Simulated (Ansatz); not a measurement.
**Worked example: C4H9Cl + Si(CH3)2(OH)(SiH3) → C4H10O + Si(CH3)2(SiH3)Cl**

Species: C4H9Cl (2-chloro-2-methylpropane) `CC(C)(C)Cl`, singlet; Si(CH3)2(OH)(SiH3), singlet; C4H10O (tert-butanol) `CC(C)(C)O`, singlet; Si(CH3)2(SiH3)Cl, singlet. The partners trade Cl for OH: C–Cl and Si–OH bonds give way to C–OH and Si–Cl.

Shapes, held fixed at every level: PBE0-D4/def2-TZVP. Flexible molecules stand in one conformer, not always the lowest. Programs: Ansatz 0.2.0. Electronic energies: no zero-point or thermal term.

At CCSD(T)/CBS estimate; 1 Eh = 2625.50 kJ/mol:

| species | energy (Eh) |
| --- | --- |
| C4H9Cl | -617.428435 |
| Si(CH3)2(OH)(SiH3) | -735.526512 |
| C4H10O | -233.416703 |
| Si(CH3)2(SiH3)Cl | -1119.535551 |

**Question.** Work out ΔE of the reaction at this level.

**Answer.** 
1. Products less reactants: (-233.416703) + (-1119.535551) − [(-617.428435) + (-735.526512)] = 0.002693 Eh = +7.1 kJ/mol.

Other levels give +1.2 (HF/def2-TZVPP) to +10.0 kJ/mol (MP2/def2-TZVPP). No measured value is set beside it here. The CBS estimate extrapolates MP2 from def2-TZVPP and def2-QZVPP and adds CCSD(T) − MP2 in the triple-zeta set, cores frozen.
